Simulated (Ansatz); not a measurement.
The system is Lu.

```xyz
1
Lattice="-1.9541 1.9541 1.9541 1.9541 -1.9541 1.9541 1.9541 1.9541 -1.9541" Properties=species:S:1:pos:R:3 pbc="T T T"
Lu    0.0000    0.0000    0.0000
```

This isn't the form of Lu at room conditions, which is hcp.

| Property | Result |
| --- | --- |
| Program | Ansatz 0.2.0 |
| Task | relaxation of cell and atoms |
| Functional | r2SCAN |
| Dispersion | D3(BJ)-ATM |
| Potentials or basis | Ansatz PAW |
| Cutoff | 500 eV (not typed: the program's choice for these potentials) |
| k mesh | 10 × 10 × 10 |
| Occupations | fermi-dirac, width 0.05 eV |
| Spin | no spin polarisation |

At the start: volume 29.85 Å³/atom.

Q: Where does the relaxation end?

A: It ends after 3 steps and the volume is 29.06 Å³/atom (-2.6 %); space group Im-3m (No. 229, to 0.05 Å).

Step by step:
```
step  energy change (eV)  largest force (eV/Å)  volume (Å³)
   1              0.0000                0.0000        29.85
   2             -0.0032                0.0000        29.06
   3             -0.0031                0.0000        29.06
```

Final structure:
```cif
data_structure
_symmetry_space_group_name_H-M 'P 1'
_symmetry_Int_Tables_number 1
_cell_length_a 3.3545
_cell_length_b 3.3545
_cell_length_c 3.3545
_cell_angle_alpha 109.471
_cell_angle_beta 109.471
_cell_angle_gamma 109.471
_cell_volume 29.06
loop_
_atom_site_label
_atom_site_type_symbol
_atom_site_fract_x
_atom_site_fract_y
_atom_site_fract_z
_atom_site_occupancy
Lu1 Lu 0.00000 0.00000 0.00000 1
```

Caveat: the plane-wave basis is chosen anew once the cell has moved, so the energies of steps on either side of that aren't comparable; pairwise dispersion overbinds metals, which lowers pressure and volume; the PAW data sets come from PBE, with cores solved anew for the run's functional, which leaves a small shift of forces and pressure.
